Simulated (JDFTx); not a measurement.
Set up this calculation in JDFTx 1.7.0 (patched build), as the native input.

| Quantity | Value |
| --- | --- |
| Task | single point |
| Functional | PBE |
| Potentials or basis | PseudoDojo-SR-PBE-0.5-standard with smoothed tails |
| Cutoff | 1252 eV |
| Density cutoff | 10014 eV |
| k mesh | 9 × 9 × 7 |
| Occupations | fermi-dirac, width 0.05 eV |
| Spin | no spin polarisation |
| Hubbard terms | Au d U = 3 eV, Cu d U = 3 eV |
| Local potential set to -Z/r beyond | 6 bohr |
| Density cutoff over wavefunction cutoff | 8 |
| Max SCF steps | 100 |
| SCF threshold on the energy | 1e-09 Ha |
| Solver of the electrons | scf |
| Further solve for the empty bands | yes |
| Hubbard projectors | atomic pseudo-orbitals, not orthogonalised |

Crystal: CuAu.

```
Au Cu
1.0
     2.81075    0.00000    0.00000
     0.00000    2.81075    0.00000
     0.00000    0.00000    3.68500
Au Cu
1 1
Cartesian
  0.0000 0.0000 0.0000
  1.4054 1.4054 1.8425
```

These files were run (other wordings do the same):

CuAu.in

```
lattice \
    5.3115466753     0.0000000000     0.0000000000 \
    0.0000000000     5.3115466753     0.0000000000 \
    0.0000000000     0.0000000000     6.9636407692
coords-type Lattice
ion Au     0.0000000000     0.0000000000     0.0000000000 1
ion Cu     0.5000000000     0.5000000000     0.5000000000 1

ion-species pseudo/Au.upf
ion-species pseudo/Cu.upf
elec-cutoff 46 368
elec-ex-corr gga-PBE
kpoint-folding 9 9 7
elec-smearing Fermi 0.0018374661
elec-n-bands 26
add-U Au d 0.110248 Cu d 0.110248
electronic-SCF nIterations 100 energyDiffThreshold 1e-09
electronic-minimize nIterations 30 energyDiffThreshold 1e-7
converge-empty-states yes
forces-output-coords Cartesian

dump-name run.$VAR
dump End Ecomponents EigStats BandEigs Kpoints Forces Stress RhoAtom
```

Potentials or basis: PseudoDojo-SR-PBE-0.5-standard with smoothed tails.

Run with:

```sh
$ jdftx -c 1 -i CuAu.in -o CuAu.out
```

Results of the run:

| Quantity | Value |
| --- | --- |
| Pressure | 5.4 GPa |
| Band gap on the k mesh | none (metal or under the smearing width) |

Caveat: U without spin polarisation on a metal has little footing; the U is typed as a test and isn't derived for this compound.

Wall time 3.3 min on 1 thread of AMD EPYC 7R43 64-Core Processor (Zen 3) (shared host), peak memory 0.22 GiB.
